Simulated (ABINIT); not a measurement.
**AlP (F-43m): G0W0 in ABINIT against the bands in the self-energy**

How does the gap of AlP (F-43m) converge in the bands in the self-energy?

Main program and level: ABINIT 10.8.3; PBE and many-body steps on it, plane waves.

Report form: the programs' logs are mostly left out.

The database entry behind the starting cell differs from later determinations by our own check (0.1 to 0.3 % short, probably kX units), so it need not match the best structure at ambient conditions.

### Step 1. Set-up

The structure is cubic, space group F-43m (No. 216). Conventional cell: a = 5.451 Å, b = 5.451 Å, c = 5.451 Å, α = 90.00°, β = 90.00°, γ = 90.00°. Nearest to Al lie 4 P at 2.36 Å. Nearest to P lie 4 Al at 2.36 Å. Farther neighbours are not listed.

The cell and positions come from the Crystallography Open Database and are kept as given unless a step says otherwise.

### Step 2. Screening, 4×4×4 mesh, 264 bands, screening to 217.7 eV

This step: ABINIT 10.8.3; RPA screening on PBE, plane waves, norm-conserving pseudopotentials.

The RPA dielectric matrix is built and inverted for each q.

Contents of run.abi:

```
acell 3*1.0 Angstrom
rprim 
  -0.000000000000 2.725500000000 2.725500000000
  2.725500000000 -0.000000000000 2.725500000000
  2.725500000000 2.725500000000 -0.000000000000
ntypat 2
znucl 13 15
natom 2
typat 1 2
xred 
  0.000000000000 0.000000000000 0.000000000000
  0.250000000000 0.250000000000 0.250000000000
pp_dirpath "pseudos"
pseudos "Al.upf, P.upf"
ecut 18
ngkpt 4 4 4
nshiftk 1
shiftk 0 0 0
kptopt 1
chksymbreak 0
istwfk *1
occopt 1
irdwfk 1
optdriver 3
nband 264
ecuteps 8
inclvkb 2
awtr 1
symchi 1
indata_prefix "in"
outdata_prefix "out"
tmpdata_prefix "tmp"
```

On the command line:

```bash
$ OMP_NUM_THREADS=1 mpirun -n 4 abinit run.abi > log
```

It took 25 s on 4 MPI ranks of Arm Neoverse V1, shared host; peak memory 0.81 GiB.

This step gave:

```
ε∞ with local fields, on this mesh, along the program's q direction : 10.70
the same without local fields                                       : 12.19
plasma frequency                                                    : 16.51 eV
plane waves in the screening matrix                                 : 307
```

Local fields lower ε∞ by 12 %. On a Γ-centred mesh this coarse the value itself is usually too large, while a short band sum pulls it down.

### Step 3. 12 bands

This step: G0W0 on PBE, plane waves, norm-conserving pseudopotentials.

Changes to run.abi since step 2:

```diff
@@ -23,8 +23,17 @@
 irdwfk 1
-optdriver 3
-nband 264
+optdriver 4
+nband 12
+gwcalctyp 0
+ecutsigx 18
+symsigma 1
+nkptgw 2
+kptgw 
+  0.0000000000 0.0000000000 0.0000000000
+  0.5000000000 0.5000000000 0.0000000000
+bdgw 
+  2 8
+  3 6
 ecuteps 8
-inclvkb 2
-awtr 1
-symchi 1
+irdscr 1
+ppmodel 1
 indata_prefix "in"
```

Run time: 3.6 s. Hardware: 4 MPI ranks; peak memory 0.47 GiB.

Numbers from this step:

- G0W0 gap on the points computed: 2.106 eV
- starting gap on the mesh: 1.564 eV
- k of the valence top: 0, 0, 0
- k of the conduction bottom: 0.5, 0.5, 0
- Z at the valence top: 0.781
- Z at the conduction bottom: 0.809
- least direct G0W0 gap on the computed points: 4.231 eV

### Step 4. 27 bands

Changes to run.abi since step 3:

```diff
@@ -24,3 +24,3 @@
 optdriver 4
-nband 12
+nband 27
 gwcalctyp 0
```

Wall time 5.5 s (4 MPI ranks); peak memory 0.48 GiB; 22 s of CPU time.

Numbers from this step:

| Item | Value |
| --- | --- |
| G0W0 gap on the points computed | 2.205 eV |
| starting gap on the mesh | 1.564 eV |
| k of the valence top | 0, 0, 0 |
| k of the conduction bottom | 0.5, 0.5, 0 |
| Z at the valence top | 0.77 |
| Z at the conduction bottom | 0.798 |
| least direct G0W0 gap on the computed points | 4.18 eV |

### Step 5. 69 bands

The self-energy is evaluated for the states that the input lists, and the levels follow from it, in one-shot runs by the linearised quasiparticle equation.

Changes to run.abi since step 4:

```diff
@@ -24,3 +24,3 @@
 optdriver 4
-nband 27
+nband 69
 gwcalctyp 0
```

Run time: 11 s. Hardware: 4 MPI ranks; peak memory 0.57 GiB; 43 s of CPU time.

This step gave:

* G0W0 gap on the points computed: 2.312 eV
* starting gap on the mesh: 1.564 eV
* k of the valence top: 0, 0, 0
* k of the conduction bottom: 0.5, 0.5, 0
* least direct G0W0 gap on the computed points: 4.202 eV

The gap on the mesh goes from 1.56 eV to 2.31 eV, a correction of +0.75 eV.

### Step 6. 156 bands

Changes to run.abi since step 5:

```diff
@@ -24,3 +24,3 @@
 optdriver 4
-nband 69
+nband 156
 gwcalctyp 0
```

It took 21 s on 4 MPI ranks; peak memory 0.73 GiB.

Numbers from this step:

* G0W0 gap on the points computed: 2.367 eV
* starting gap on the mesh: 1.564 eV
* k of the valence top: 0, 0, 0
* k of the conduction bottom: 0.5, 0.5, 0
* least direct G0W0 gap on the computed points: 4.23 eV

Against the run before, the gap moves by +0.055 eV.

### Step 7. 264 bands

Changes to run.abi since step 6:

```diff
@@ -24,3 +24,3 @@
 optdriver 4
-nband 156
+nband 264
 gwcalctyp 0
```

Elapsed: 34 s, on 4 MPI ranks; peak memory 0.92 GiB.

This step gave:

```
G0W0 gap on the points computed              : 2.381 eV
starting gap on the mesh                     : 1.564 eV
k of the valence top                         : 0, 0, 0
k of the conduction bottom                   : 0.5, 0.5, 0
least direct G0W0 gap on the computed points : 4.236 eV
```

Against the run before, the gap moves by +0.014 eV.

### Step 8. Side by side

Times are wall times on 4 MPI ranks of Arm Neoverse V1, shared host, good to a factor of about two. A run's time includes the screening step that it read.

```
      run   mesh  bands  screening cutoff (eV)  DFT gap (eV)  gap on the mesh (eV)  direct (eV)  ε∞ used  time
 12 bands  4×4×4     12                  217.7         1.564                 2.106        4.231    10.70  28 s
 27 bands  4×4×4     27                  217.7         1.564                 2.205        4.180    10.70  30 s
 69 bands  4×4×4     69                  217.7         1.564                 2.312        4.202    10.70  36 s
156 bands  4×4×4    156                  217.7         1.564                 2.367        4.230    10.70  45 s
264 bands  4×4×4    264                  217.7         1.564                 2.381        4.236    10.70  58 s
```

### Step 9. Results

```json
{"12 bands": "2.106 eV", "27 bands": "2.205 eV", "69 bands": "2.312 eV", "156 bands": "2.367 eV", "264 bands": "2.381 eV", "known limits": "not at the basis limit; coarse k mesh"}
```

The setting moved: bands in the self-energy. From 12 bands to 264 bands the gap moves by +0.27 eV, for 2.1 times the time. The last step still moves it by +0.014 eV. Bands and screening cutoff are coupled, so a series along one setting does not show full convergence. Bands and cutoff are finite, so the gap is not at the basis limit. The miss can reach some tenths of an eV and take either sign; the mesh is an error of its own. In the G0W0 runs levels were corrected at 2 k points alone, so a gap called «on the mesh» is the least over those, and an edge elsewhere would be missed. The 4×4×4 mesh is coarse for this cell, which bears on the long-range parts of exchange and screening.

[Paths, hosts, dates, memory and timing lines, banners, echoed tables and standing remarks are left out of the program output.]

[Logs are printed without paths, hosts, clocks, repeated set-up lines and the standing remarks that a program may print on its own settings, such as how far it seeks lower states.]

[Runs of the session that timed out or met a known fault of the program may be left out.]

[Hosts, paths, dates, database ids (printed as entryN), source tags and the programs' standing remarks are cut or masked in the printed files.]

[G0W0 gaps are taken among the corrected bands and points alone; a level outside them can change the order at an edge.]

[Where Ansatz stands beside ABINIT at settings called matched, ABINIT's density can come from a denser mesh and the files from another edition; pairs whose starting gaps differed by over 0.03 eV were left out, so agreement reads better than it is.]
